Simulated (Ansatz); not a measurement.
# KCl: how the settings move a single-point run

Aim: see which settings change the result for KCl, by how much, and at what cost. The cell is built on a prototype (NiAs type) and needn't be the phase found in nature.

Method: reference: DFT, PBE, plane waves, PAW, in Ansatz 0.2.0.

2 further runs of the same task are left out: 1 for a known fault of the program, 1 set aside as unsound or not needed. Runs told in other sessions of the task aren't counted.

## 1. Starting point

It takes space group P6_3/mmc (No. 194, hexagonal). Conventional cell: a = 4.340 Å, b = 4.340 Å, c = 7.636 Å, α = 90.00°, β = 90.00°, γ = 120.00°. K (site symmetry -3m) is surrounded by 6 Cl at 3.15 Å. Cl (site symmetry -6m2) has 6 K at 3.15 Å in its first shell of neighbours.

Coordinates:

```
CELL_PARAMETERS angstrom
4.34008 0.00000 0.00000
-2.17004 3.75862 0.00000
0.00000 0.00000 7.63597
ATOMIC_POSITIONS crystal
K 0.00000 0.00000 0.00000
K 0.00000 0.00000 0.50000
Cl 0.33333 0.66667 0.25000
Cl 0.66667 0.33333 0.75000
```

## 2. Reference

Input file input.yaml:

```yaml
crystal:
  lattice:
    - [4.3400788661, 0.0, 0.0]
    - [-2.1700394331, 3.7586185525, 0.0]
    - [0.0, 0.0, 7.6359739997]
  atoms:
    - { symbol: K, position: [0.0, 0.0, 0.0] }
    - { symbol: K, position: [0.0, 0.0, 0.5] }
    - { symbol: Cl, position: [0.3333333333, 0.6666666667, 0.25] }
    - { symbol: Cl, position: [0.6666666667, 0.3333333333, 0.75] }
kpoints:
  mp_grid: { grid: [6, 6, 2] }
hamiltonian:
  xc: pbe
scf:
  occupations: { method: fixed }
  n_extra_bands: 5
output:
  forces: true
  stress: true
  eigenvalues: true
```

Started as:

```sh
$ ansatz run input.yaml --threads 4 --pin off --max-ram 3686MiB --backend cpu --events-out ev --progress --plain --runs-dir out
```

## 3. Changed: xc lc_wpbe

Changes to input.yaml since step 2:

```diff
@@ -13,3 +13,3 @@
 hamiltonian:
-  xc: pbe
+  xc: lc_wpbe
 scf:
```

## 4. Variant: exchange pbe, correlation pbe, coeff 0.15

Changes to input.yaml since step 2:

```diff
@@ -13,3 +13,3 @@
 hamiltonian:
-  xc: pbe
+  xc: { exchange: pbe, correlation: pbe, exx: { coeff: 0.15 } }
 scf:
```

## 5. Changed: xc hse06

Changes to input.yaml since step 2:

```diff
@@ -13,3 +13,3 @@
 hamiltonian:
-  xc: pbe
+  xc: hse06
 scf:
```

Q: Predict the outcome of this session. Wanted: for each run, ending; energy change; pressure; gap; force.

**Answer**, as computed:

| run | ending | energy change | pressure (GPa) | gap (eV) | force (eV/Å) | cycles | time |
| --- | --- | --- | --- | --- | --- | --- | --- |
| reference | converged | - | 0.8 | 5.13 | 0.00 | 6 | 1.3 s |
| 1: xc lc_wpbe | converged | not comparable | 0.4 | 11.85 | 0.00 | 11 | 35 s |
| 2: exchange pbe, correlation pbe, coeff 0.15 | converged | not comparable | 0.6 | 6.35 | 0.00 | 9 | 26 s |
| 3: xc hse06 | converged | not comparable | 0.5 | 6.44 | 0.00 | 10 | 27 s |

Residual by cycle in the longest SCF loop of each run; runs are numbered as in the table. The quantity is the density residual dr2, in eV.

| cycle | reference | run 1 | run 2 | run 3 |
| --- | --- | --- | --- | --- |
| 1 | 7.1e-5 | 0.00974 | 0.00253 | 0.00649 |
| 2 | 4.9e-5 | 0.00966 | 4.3e-4 | 0.00118 |
| 3 | 6.3e-6 | 0.00182 | 9.9e-5 | 2.4e-4 |
| 4 | 1.2e-6 | 2.8e-4 | 1.1e-6 | 3.3e-6 |
| 5 | 1.5e-7 | 4.8e-5 | - | - |
| 6 | 4.5e-10 | - | - | - |

The totals of these runs aren't set against each other here.
